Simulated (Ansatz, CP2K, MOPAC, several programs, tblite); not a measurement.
Energy against volume for PbS2 in the rutile structure, at fixed shape and fractional coordinates, computed by several methods (PBE and r2SCAN, where shown, with plane waves in Ansatz); the cell shown is that of r2SCAN. With free coordinates or axes held, a curve is too stiff, and on another method's shape its minimum isn't the method's own volume. It is tetragonal, P4_2/mnm (No. 136); a = 6.385 Å, c = 3.929 Å in the conventional setting, 26.70 Å³ an atom. Pb has 6 S at 2.63–2.77 Å; S has 3 Pb at 2.63–2.77 Å. No spin polarisation and no zero-point or thermal motion; the cell was built from a prototype and may be hypothetical. Energies count from each curve's lowest point; fits are third-order Birch-Murnaghan.

```cif
data_structure
_symmetry_space_group_name_H-M 'P4_2/mnm'
_symmetry_Int_Tables_number 136
_cell_length_a 6.3850
_cell_length_b 6.3850
_cell_length_c 3.9290
_cell_angle_alpha 90.000
_cell_angle_beta 90.000
_cell_angle_gamma 90.000
_cell_volume 160.18
loop_
_atom_site_label
_atom_site_type_symbol
_atom_site_symmetry_multiplicity
_atom_site_Wyckoff_symbol
_atom_site_fract_x
_atom_site_fract_y
_atom_site_fract_z
_atom_site_occupancy
Pb1 Pb 2 a 0.00000 0.00000 0.00000 1
S1 S 4 f 0.30678 0.30678 0.00000 1
```

Task: GFN2-xTB (tblite), on the shape of the cell shown, as a cluster of 72 atoms at the zone centre, gives
```
V (Å³/atom)  E (meV/atom)
     23.493         83.00
     25.095         24.35
     26.697          0.00
     28.299          0.67
     29.901         19.51
```
What equilibrium volume and bulk modulus follow?

Result: V₀ = 27.43 Å³ an atom and B₀ = 37 GPa.

PM7 (MOPAC), on the shape of the cell shown, as a cluster of 72 atoms at the zone centre:
```
V (Å³/atom)  E (meV/atom)
     23.493          0.00
     25.095         26.79
     26.697         92.90
     28.299        181.84
     29.901        282.04
```
The lowest point is an end point, so the minimum isn't bracketed.

Task: GFN1-xTB (tblite), on the shape of the cell shown, as a cluster of 72 atoms at the zone centre, gives
```tsv
V (Å³/atom)	E (meV/atom)
23.493	8.63
25.095	0.00
26.697	33.64
28.299	97.14
29.901	181.98
```
What equilibrium volume and bulk modulus follow?

Result: V₀ = 24.56 Å³ an atom and B₀ = 72 GPa.

Task: r2SCAN, on the shape of its own relaxed cell, gives
```
V (Å³/atom)  E (meV/atom)
     25.095         18.97
     25.896          4.44
     26.697          0.00
     27.498          3.94
     28.299         14.88
```
What equilibrium volume and bulk modulus follow?

Result: V₀ = 26.70 Å³ an atom and B₀ = 56 GPa.

PBE/SZV (CP2K), on the shape of the cell shown:

| V (Å³/atom) | E (meV/atom) |
| --- | --- |
| 23.493 | 87.11 |
| 25.095 | 17.60 |
| 26.697 | 0.00 |
| 28.299 | 18.89 |
| 29.901 | 63.44 |

V₀ = 26.58 Å³ an atom and B₀ = 62 GPa.
